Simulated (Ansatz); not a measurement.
Si2C and its competing phases

All numbers below come from DFT PBE, scalar-relativistic, plane waves, PAW in Ansatz. Settings: cutoff 420 eV, Γ-centred meshes spaced at most about 0.3 Å⁻¹, and about 0.25 Å⁻¹ or finer for metals (2π included), Gaussian smearing. No spin polarisation.

Formation energies are uncorrected and refer to the elements' standard structures at the same level.

Temperature and zero-point effects are left out. The reference form of C is held partly by dispersion forces, which this level lacks.

The competitors are the elements and 1 reference phase of this chemical system (from databases or known types: SiC), relaxed at the same level; other known phases may be missing.

The candidate was reached from: Si and C ordered on diamond sites.

```cif
data_structure
_symmetry_space_group_name_H-M 'P-3m1'
_symmetry_Int_Tables_number 164
_cell_length_a 3.2381
_cell_length_b 3.2381
_cell_length_c 8.6252
_cell_angle_alpha 90.000
_cell_angle_beta 90.000
_cell_angle_gamma 120.000
_cell_volume 78.32
loop_
_atom_site_label
_atom_site_type_symbol
_atom_site_symmetry_multiplicity
_atom_site_Wyckoff_symbol
_atom_site_fract_x
_atom_site_fract_y
_atom_site_fract_z
_atom_site_occupancy
Si1 Si 2 c 0.00000 0.00000 0.36193 1
Si2 Si 2 d 0.33333 0.66667 0.07197 1
C1 C 2 d 0.66667 0.33333 0.70728 1
```

**Question.** Is it stable, and against what?

**Answer.** Not stable. Its formation energy is 0.251 eV/atom. The lowest competing mixture at this composition is this:

```csv
phase,space group,source,share of atoms,ΔE_f (eV/atom)
Si,-,element,0.3333,-0.0007
SiC,P6_3mc (No. 186),Materials Project,0.6667,-0.204
```

The lowest database cell of Si (-0.0007) lies slightly below the reference, hence the non-zero entry.

The mixture lies at -0.136 eV/atom, and the candidate lies 0.39 eV/atom above it. The candidate matches no cell in the subsets of the Crystallography Open Database and the Materials Project at hand. The margin is far too high for a likely synthesis. It holds Si–Si nets (shortest 2.24 Å).
